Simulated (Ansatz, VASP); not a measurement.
## Two plane-wave programs on MgO

```
CELL_PARAMETERS angstrom
0.00000 2.12799 2.12799
2.12799 0.00000 2.12799
2.12799 2.12799 0.00000
ATOMIC_POSITIONS crystal
Mg 0.00000 0.00000 0.00000
O 0.50000 0.50000 0.50000
```

Alike in both runs: task single point; functional PBEsol; k mesh 10 × 10 × 10; occupations gaussian, width 0.02 eV; no spin polarisation.

```csv
,VASP,Ansatz
version,VASP 6.6.1,Ansatz 0.2.0
potentials or method,"VASP PAW PBE potentials, release 64 (Mg, O)","scalar-relativistic, plane waves, PAW"
plane-wave cutoff (eV),520,420
valence electrons in the cell,8,16
```

|  | VASP | Ansatz | Ansatz less VASP |
| --- | --- | --- | --- |
| gap on the k mesh at the Fermi level (eV) | 4.34 | 4.34 | 0.000 |
| least direct gap on the mesh (eV) | 4.34 | 4.34 | 0.000 |
| pressure (GPa) | -4.9 | -4.4 | +0.54 |

With one functional, cell and mesh, what is left measures potentials, basis and numerics. The two sets of potentials don't hold the same shells in valence.

Caveats: the PAW data sets were made with another functional, which shifts forces and pressure a little (VASP). PBEsol gaps usually lie below the measured ones, often by a third to a half.
